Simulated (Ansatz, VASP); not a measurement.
**PbSe in VASP and in Ansatz**

```xyz
2
Lattice="0.0000 3.0364 3.0364 3.0364 0.0000 3.0364 3.0364 3.0364 0.0000" Properties=species:S:1:pos:R:3 pbc="T T T"
Pb    0.0000    0.0000    0.0000
Se    3.0364    3.0364    3.0364
```

Change from the starting cell: volume scaled by 0.975.

Alike in both runs: task single point; functional PBE; k mesh 7 × 7 × 7; occupations fermi-dirac, width 0.02 eV; no spin polarisation.

```csv
,VASP,Ansatz
version,VASP 6.6.1,Ansatz 0.2.0
potentials or method,"VASP PAW PBE potentials, release 64 (Pb_d, Se), cutoff 520 eV","all-electron LAPW, scalar-relativistic"
```

```tsv
	VASP	Ansatz	Ansatz less VASP
gap on the k mesh at the Fermi level (eV)	0.84	0.84	-0.001
pressure (GPa)	3.8	3.8	+0.02
```

Ansatz ran all-electron here, so the differences hold the error of VASP's frozen core and of both bases.

The runs have no spin-orbit coupling, so splittings on Pb are missing.
